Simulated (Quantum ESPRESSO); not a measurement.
# GaP (F-43m) in Quantum ESPRESSO: reference runs

How does GaP come out in PBEsol? The cell is run as given.

Everything below comes from runs of Quantum ESPRESSO 7.5. Logs are shortened: lines on timing, memory, paths and dates and some standing lists are left out, and cuts for length are marked.

**The experiment to reproduce.**

“Stacking defects in GaP nanowires: Electronic structure and optical properties”, 2018, arxiv:1810.01194 quotes, for a bulk crystal of GaP at 10 K: band gap 2.34 eV (indirect).

The results are compared with them further down.

## Step 1: The structure

Symmetry: F-43m, No. 216, cubic system. Conventional cell: a = 5.451 Å, b = 5.451 Å, c = 5.451 Å, α = 90.00°, β = 90.00°, γ = 90.00°. Ga (site symmetry -43m) has 4 P at 2.36 Å as nearest neighbours. P (site symmetry -43m) has 4 Ga at 2.36 Å as nearest neighbours.

## Step 2: Single point, PBEsol

File pw.in:

```
&CONTROL
  calculation = 'scf'
  prefix = 'pwscf'
  outdir = './tmp'
  pseudo_dir = './pseudo'
  tprnfor = .true.
  tstress = .true.
  disk_io = 'low'
/
&SYSTEM
  ibrav = 0
  nat = 2
  ntyp = 2
  ecutwfc = 56
  ecutrho = 448
  nbnd = 19
  occupations = 'smearing'
  smearing = 'fd'
  degauss = 0.00367493
/
&ELECTRONS
  conv_thr = 4d-10
  electron_maxstep = 120
  mixing_beta = 0.5
/
ATOMIC_SPECIES
Ga    69.7230 ga_pbesol_v1.4.uspp.F.UPF
P     30.9738 p_pbesol_v1.5.uspp.F.UPF
CELL_PARAMETERS angstrom
   0.0000000000    2.7252500000    2.7252500000
   2.7252500000    0.0000000000    2.7252500000
   2.7252500000    2.7252500000    0.0000000000
ATOMIC_POSITIONS crystal
Ga     0.0000000000    0.0000000000    0.0000000000
P      0.7500000000    0.7500000000    0.7500000000
K_POINTS automatic
8 8 8 0 0 0
```

File pp_density.in:

```
&INPUTPP
  prefix = 'pwscf'
  outdir = './tmp'
  filplot = 'density.dat'
  plot_num = 0
/
&PLOT
  nfile = 1
  filepp(1) = 'density.dat'
  iflag = 3
  output_format = 6
  fileout = 'density.cube'
/
```

File pp_potential.in:

```
&INPUTPP
  prefix = 'pwscf'
  outdir = './tmp'
  filplot = 'potential.dat'
  plot_num = 11
/
&PLOT
  nfile = 1
  filepp(1) = 'potential.dat'
  iflag = 3
  output_format = 6
  fileout = 'potential.cube'
/
```

Potentials or basis: GBRV 1.5 PBEsol.

Run with:

```
> OMP_NUM_THREADS=1 mpirun -n 2 pw.x -nk 2 -in pw.in > pw.out
> OMP_NUM_THREADS=1 mpirun -n 1 pp.x -in pp_density.in > pp_density.out
> OMP_NUM_THREADS=1 mpirun -n 1 pp.x -in pp_potential.in > pp_potential.out
```

pw.out:

```text
This program is part of the open-source Quantum ESPRESSO suite
     for quantum simulation of materials; please cite
[... 13 lines left out ...]
     --------------------
     sticks:   dense  smooth     PW     G-vecs:    dense   smooth      PW
     Sum        1639     823    253                43799    15473    2637

     Using Slab Decomposition

     bravais-lattice index     =            0
     lattice parameter (alat)  =       7.2832  a.u.
     unit-cell volume          =     273.1780 (a.u.)^3
     number of atoms/cell      =            2
     number of atomic types    =            2
     number of electrons       =        24.00
     number of Kohn-Sham states=           19
     kinetic-energy cutoff     =      56.0000  Ry
     charge density cutoff     =     448.0000  Ry
     scf convergence threshold =      4.0E-10
     mixing beta               =       0.5000
     number of iterations used =            8  plain     mixing
     Exchange-correlation= SLA  PW   PSX  PSC
                           (   1   4  10   8   0   0   0)

     celldm(1)=   7.283166  celldm(2)=   0.000000  celldm(3)=   0.000000
     celldm(4)=   0.000000  celldm(5)=   0.000000  celldm(6)=   0.000000

     crystal axes: (cart. coord. in units of alat)
               a(1) = (   0.000000   0.707107   0.707107 )
               a(2) = (   0.707107   0.000000   0.707107 )
               a(3) = (   0.707107   0.707107   0.000000 )

     reciprocal axes: (cart. coord. in units 2 pi/alat)
               b(1) = ( -0.707107  0.707107  0.707107 )
               b(2) = (  0.707107 -0.707107  0.707107 )
               b(3) = (  0.707107  0.707107 -0.707107 )

     PseudoPot. # 1 for Ga read from file:
     ga_pbesol_v1.4.uspp.F.UPF
     Pseudo is Ultrasoft + core correction, Zval = 19.0
     Generated by new atomic code, or converted to UPF format
     Using radial grid of  871 points,  6 beta functions with:
                l(1) =   0
                l(2) =   0
                l(3) =   1
                l(4) =   1
                l(5) =   2
                l(6) =   2
     Q(r) pseudized with  8 coefficients,  rinner =    1.250   1.250   1.250
                                                       1.250   1.250

     PseudoPot. # 2 for P  read from file:
     p_pbesol_v1.5.uspp.F.UPF
     Pseudo is Ultrasoft + core correction, Zval =  5.0
     Generated by new atomic code, or converted to UPF format
     Using radial grid of  903 points,  6 beta functions with:
                l(1) =   0
                l(2) =   0
                l(3) =   1
                l(4) =   1
                l(5) =   2
                l(6) =   2
     Q(r) pseudized with  8 coefficients,  rinner =    1.300   1.300   1.300
                                                       1.300   1.300

     atomic species   valence    mass     pseudopotential
     Ga               19.00    69.72300     Ga( 1.00)
     P                 5.00    30.97380     P ( 1.00)

     24 Sym. Ops. (no inversion) found

   Cartesian axes

     site n.     atom                  positions (alat units)
         1        Ga     tau(   1) = (   0.0000000   0.0000000   0.0000000  )
         2        P      tau(   2) = (   1.0606602   1.0606602   1.0606602  )

     number of k points=    29  Fermi-Dirac smearing, width (Ry)=  0.0037
                       cart. coord. in units 2pi/alat
        k(    1) = (   0.0000000   0.0000000   0.0000000), wk =   0.0039062
        k(    2) = (   0.0883883   0.0883883  -0.0883883), wk =   0.0312500
        k(    3) = (   0.1767767   0.1767767  -0.1767767), wk =   0.0312500
        k(    4) = (   0.2651650   0.2651650  -0.2651650), wk =   0.0312500
        k(    5) = (  -0.3535534  -0.3535534   0.3535534), wk =   0.0156250
        k(    6) = (   0.1767767   0.0000000   0.0000000), wk =   0.0234375
[... 21 lines left out ...]
        k(   28) = (  -0.7071068   0.1767767  -0.0000000), wk =   0.0468750
        k(   29) = (  -0.7071068   0.3535534   0.0000000), wk =   0.0234375

     Dense  grid:    43799 G-vectors     FFT dimensions: (  50,  50,  50)

     Smooth grid:    15473 G-vectors     FFT dimensions: (  36,  36,  36)

     Initial potential from superposition of free atoms

     starting charge      22.9998, renormalised to      24.0000
     Starting wfcs are   16 randomized atomic wfcs +    3 random wfcs

     Self-consistent Calculation

     iteration #  1     ecut=    56.00 Ry     beta= 0.50
     Davidson diagonalization with overlap
     ethr =  1.00E-02,  avg # of iterations =  7.3

     total energy              =    -426.45660845 Ry
     estimated scf accuracy    <       7.76018841 Ry

     iteration #  2     ecut=    56.00 Ry     beta= 0.50
     Davidson diagonalization with overlap
     ethr =  1.00E-02,  avg # of iterations =  2.6

     total energy              =    -430.31554469 Ry
     estimated scf accuracy    <       2.82856661 Ry

     iteration #  3     ecut=    56.00 Ry     beta= 0.50
     Davidson diagonalization with overlap
     ethr =  1.00E-02,  avg # of iterations =  2.0

     total energy              =    -430.52910788 Ry
     estimated scf accuracy    <       0.26259799 Ry

     iteration #  4     ecut=    56.00 Ry     beta= 0.50
     Davidson diagonalization with overlap
     ethr =  1.09E-03,  avg # of iterations =  2.0

     total energy              =    -430.51992775 Ry
     estimated scf accuracy    <       0.05011833 Ry

     iteration #  5     ecut=    56.00 Ry     beta= 0.50
     Davidson diagonalization with overlap
     ethr =  2.09E-04,  avg # of iterations =  2.2
[... 29 lines left out ...]
     total energy              =    -430.53222701 Ry
     estimated scf accuracy    <       0.00000002 Ry

     iteration # 10     ecut=    56.00 Ry     beta= 0.50
     Davidson diagonalization with overlap
     ethr =  8.17E-11,  avg # of iterations =  3.2

     total energy              =    -430.53222701 Ry
     estimated scf accuracy    <          4.8E-09 Ry

     iteration # 11     ecut=    56.00 Ry     beta= 0.50
     Davidson diagonalization with overlap
     ethr =  2.01E-11,  avg # of iterations =  2.2

     total energy              =    -430.53222702 Ry
     estimated scf accuracy    <          8.2E-10 Ry

     iteration # 12     ecut=    56.00 Ry     beta= 0.50
     Davidson diagonalization with overlap
     ethr =  3.42E-12,  avg # of iterations =  2.6

     End of self-consistent calculation

          k = 0.0000 0.0000 0.0000 (  1917 PWs)   bands (ev):

   -86.2251 -86.2251 -86.2251  -6.8638  -6.8638  -6.8638  -6.7621  -6.7621
    -4.8881   7.6358   7.6358   7.6358   9.3769  11.4588  11.4588  11.4588
    16.2095  17.3296  17.3296

          k = 0.0884 0.0884-0.0884 (  1934 PWs)   bands (ev):

   -86.2252 -86.2252 -86.2252  -6.8781  -6.8590  -6.8590  -6.7622  -6.7622
    -4.6838   5.9838   7.4028   7.4028  10.0134  11.8114  11.8114  12.0247
    16.6933  16.6933  17.1273

          k = 0.1768 0.1768-0.1768 (  1934 PWs)   bands (ev):

   -86.2252 -86.2252 -86.2252  -6.9092  -6.8488  -6.8488  -6.7609  -6.7609
    -4.1048   3.7246   6.9659   6.9659   9.7078  12.3161  12.3161  13.8857
    16.5064  16.5064  17.3484

          k = 0.2652 0.2652-0.2652 (  1922 PWs)   bands (ev):

   -86.2252 -86.2252 -86.2252  -6.9370  -6.8410  -6.8410  -6.7571  -6.7571
    -3.2948   1.8194   6.6290   6.6290   9.3482  12.3531  12.3531  15.5006
    17.2968  17.7036  17.7036

          k =-0.3536-0.3536 0.3536 (  1916 PWs)   bands (ev):

   -86.2252 -86.2252 -86.2252  -6.9479  -6.8385  -6.8385  -6.7547  -6.7547
    -2.7948   0.9436   6.5080   6.5080   9.2183  12.2786  12.2786  15.7219
    18.3610  19.2086  19.2086

          k = 0.1768 0.0000 0.0000 (  1937 PWs)   bands (ev):

   -86.2252 -86.2252 -86.2252  -6.8870  -6.8545  -6.8545  -6.7664  -6.7589
    -4.6161   6.0657   6.9779   6.9779  10.5568  11.0365  12.4107  12.4107
    15.6264  17.4998  17.5721

          k = 0.2652 0.0884-0.0884 (  1942 PWs)   bands (ev):

   -86.2252 -86.2252 -86.2252  -6.9115  -6.8458  -6.8437  -6.7696  -6.7558
    -4.1611   4.3282   6.4867   6.5144  10.5031  11.4693  13.1436  13.2343
    15.5655  17.5579  18.5827

          k = 0.3536 0.1768-0.1768 (  1952 PWs)   bands (ev):

   -86.2252 -86.2252 -86.2252  -6.9358  -6.8391  -6.8348  -6.7678  -6.7530
    -3.4101   2.4101   5.9321   6.1960  10.2889  11.9819  13.2481  13.9270
    17.1721  18.3032  18.4129

          k =-0.2652-0.4419 0.4419 (  1941 PWs)   bands (ev):

   -86.2252 -86.2252 -86.2252  -6.9490  -6.8362  -6.8318  -6.7617  -6.7534
    -2.7161   1.1425   5.4952   6.1913  10.1417  12.0241  12.9591  15.5229
    17.6041  19.2103  19.4431

          k =-0.1768-0.3536 0.3536 (  1930 PWs)   bands (ev):

   -86.2252 -86.2252 -86.2252  -6.9449  -6.8366  -6.8343  -6.7589  -6.7574
    -2.8970   1.4451   5.3392   6.4637  10.2153  12.2108  12.7317  15.5459
    17.2454  17.9197  19.7387

          k =-0.0884-0.2652 0.2652 (  1930 PWs)   bands (ev):

   -86.2252 -86.2252 -86.2252  -6.9250  -6.8425  -6.8407  -6.7645  -6.7575
    -3.6846   3.0168   5.5412   6.9266  10.4828  12.4622  12.4877  13.9407
    15.7855  18.0435  18.7570

          k = 0.0000-0.1768 0.1768 (  1943 PWs)   bands (ev):

   -86.2252 -86.2252 -86.2252  -6.8981  -6.8535  -6.8493  -6.7651  -6.7594
    -4.3541   4.8380   6.2634   7.3643  10.5992  11.8492  11.9645  13.1601
    15.7272  16.9746  18.2813

          k = 0.3536 0.0000 0.0000 (  1964 PWs)   bands (ev):

   -86.2252 -86.2252 -86.2252  -6.9328  -6.8314  -6.8314  -6.7789  -6.7511
    -3.8417   3.9379   5.9333   5.9333   9.7151  11.2584  14.3282  14.3282
    15.3190  18.2727  20.1594

          k = 0.4419 0.0884-0.0884 (  1939 PWs)   bands (ev):

   -86.2252 -86.2252 -86.2252  -6.9516  -6.8232  -6.8204  -6.7825  -6.7478
    -3.2022   2.6486   5.1976   5.5982   9.8534  11.1901  14.2564  14.9026
    17.3318  18.9910  20.5856

          k =-0.1768-0.5303 0.5303 (  1923 PWs)   bands (ev):

   -86.2252 -86.2252 -86.2252  -6.9590  -6.8243  -6.8162  -6.7774  -6.7493
    -2.4719   1.4630   4.3556   5.5830   9.9903  12.4878  14.1193  14.6342
    18.3533  19.3007  20.7197

          k =-0.0884-0.4419 0.4419 (  1931 PWs)   bands (ev):

   -86.2252 -86.2252 -86.2252  -6.9547  -6.8292  -6.8192  -6.7683  -6.7566
    -2.3396   1.2921   3.9124   5.8881  10.2632  13.2112  14.1541  15.0969
    16.7904  17.2203  20.9331

          k = 0.0000-0.3536 0.3536 (  1923 PWs)   bands (ev):

   -86.2252 -86.2252 -86.2252  -6.9420  -6.8344  -6.8294  -6.7636  -6.7605
    -2.9888   2.1920   4.1905   6.4213  10.7237  13.2510  13.4257  13.8031
    15.8407  18.5994  20.8258

          k = 0.5303-0.0000 0.0000 (  1952 PWs)   bands (ev):

   -86.2252 -86.2252 -86.2252  -6.9701  -6.8074  -6.8074  -6.7930  -6.7433
    -2.7044   1.9471   5.1885   5.1885   9.1592  10.0420  16.5149  16.5149
    17.3459  19.2815  22.3363

          k =-0.0884-0.6187 0.6187 (  1935 PWs)   bands (ev):

   -86.2252 -86.2252 -86.2252  -6.9758  -6.8071  -6.8023  -6.7917  -6.7433
    -2.1051   1.1764   4.4492   5.1016   9.4144  10.3969  16.3862  16.7466
    18.6955  19.5339  20.7191

          k = 0.0000-0.5303 0.5303 (  1926 PWs)   bands (ev):

   -86.2252 -86.2252 -86.2252  -6.9677  -6.8172  -6.8064  -6.7821  -6.7497
    -1.9181   1.0425   3.6424   5.3586   9.7079  12.3523  15.7985  15.8161
    16.8342  17.9252  22.1826

          k =-0.7071 0.0000 0.0000 (  1964 PWs)   bands (ev):

   -86.2252 -86.2252 -86.2252  -6.9839  -6.7992  -6.7972  -6.7972  -6.7400
    -1.8831   0.8306   4.9261   4.9261   9.1535   9.3519  18.1665  18.1665
    18.6985  19.9229  20.4611

          k = 0.3536 0.1768 0.0000 (  1936 PWs)   bands (ev):

   -86.2252 -86.2252 -86.2252  -6.9327  -6.8366  -6.8326  -6.7733  -6.7529
    -3.6125   3.2578   5.2021   6.3502  10.8545  11.6439  12.9540  14.0996
    16.0881  18.6423  19.8951

          k =-0.2652-0.4419 0.6187 (  1931 PWs)   bands (ev):

   -86.2252 -86.2252 -86.2252  -6.9483  -6.8329  -6.8232  -6.7712  -6.7531
    -2.8488   1.8938   4.5555   5.8916  11.0386  11.9855  13.2342  14.6744
    17.0999  19.0476  20.3062

          k =-0.1768-0.3536 0.5303 (  1918 PWs)   bands (ev):

   -86.2252 -86.2252 -86.2252  -6.9541  -6.8324  -6.8200  -6.7676  -6.7548
    -2.3843   1.1668   4.3985   5.6766  11.0249  11.8220  14.0301  15.4462
    16.4513  19.4756  20.0171

          k =-0.1768-0.5303 0.7071 (  1936 PWs)   bands (ev):

   -86.2252 -86.2252 -86.2252  -6.9633  -6.8189  -6.8100  -6.7845  -6.7470
    -2.5520   1.7771   4.5312   5.1130  10.3680  11.0086  14.1045  16.4863
    17.5748  19.8990  20.6268

          k =-0.0884-0.4419 0.6187 (  1928 PWs)   bands (ev):

   -86.2252 -86.2252 -86.2252  -6.9638  -6.8232  -6.8066  -6.7790  -6.7513
    -2.0145   1.1666   3.8676   4.9248  10.7667  12.4364  13.7494  15.7010
    17.2175  19.8312  20.6230

          k = 0.0000-0.3536 0.5303 (  1926 PWs)   bands (ev):

   -86.2252 -86.2252 -86.2252  -6.9575  -6.8289  -6.8112  -6.7731  -6.7554
    -2.2021   1.3721   3.7124   5.2862  11.1704  13.0397  13.1449  15.6224
    16.4678  18.2031  22.4351

          k =-0.7071 0.1768-0.0000 (  1928 PWs)   bands (ev):

   -86.2252 -86.2252 -86.2252  -6.9749  -6.8102  -6.8021  -6.7878  -6.7453
    -1.8360   0.9283   4.4318   4.5029  10.2852  10.4889  16.0485  16.1452
    19.0372  19.4454  20.9976

          k =-0.7071 0.3536 0.0000 (  1912 PWs)   bands (ev):

   -86.2252 -86.2252 -86.2252  -6.9642  -6.8248  -6.8029  -6.7780  -6.7533
    -1.7872   1.0408   4.0111   4.1625  12.2329  12.4592  13.6505  13.6619
    19.1377  19.4159  21.2646

     the Fermi energy is     8.3667 ev

!    total energy              =    -430.53222702 Ry
     estimated scf accuracy    <          9.4E-13 Ry
     smearing contrib. (-TS)   =      -0.00000000 Ry
     internal energy E=F+TS    =    -430.53222702 Ry

     The total energy is F=E-TS. E is the sum of the following terms:
     one-electron contribution =    -396.44854193 Ry
     hartree contribution      =     206.43151488 Ry
     xc contribution           =     -53.90029635 Ry
     ewald contribution        =    -186.61490361 Ry

     convergence has been achieved in  12 iterations

     Forces acting on atoms (cartesian axes, Ry/au):

     atom    1 type  1   force =    -0.00000000    0.00000000    0.00000000
     atom    2 type  2   force =     0.00000000    0.00000000    0.00000000

     Total force =     0.000000     Total SCF correction =     0.000000

     Computing stress (Cartesian axis) and pressure

          total   stress  (Ry/bohr**3)                   (kbar)     P=       -5.55
  -0.00003776  -0.00000000  -0.00000000           -5.55       -0.00       -0.00
  -0.00000000  -0.00003776  -0.00000000           -0.00       -5.55       -0.00
  -0.00000000  -0.00000000  -0.00003776           -0.00       -0.00       -5.55

=------------------------------------------------------------------------------=
   JOB DONE.
=------------------------------------------------------------------------------=
```

Run time: 21 s. Hardware: 2 MPI ranks of Arm Neoverse V2, shared host; peak memory 0.26 GiB.

Results:

* Free energy: -5857.6894 eV
* Pressure: -0.6 GPa
* Band gap on the k mesh: 1.52 eV, indirect (least direct gap 1.74 eV)

## Step 3: Against experiment

Step 2. Against the measured gap of GaP, 2.34 eV (indirect; 10 K; quoted in “Stacking defects in GaP nanowires: Electronic structure and optical properties”, 2018, arxiv:1810.01194), the calculated 1.52 eV is off by -0.82 eV. Spin-orbit coupling on Ga is left out. The value is that of PBEsol on a finite k mesh, which can miss the band edges, without temperature or zero-point motion. Semilocal functionals fall short of measured gaps as a rule.
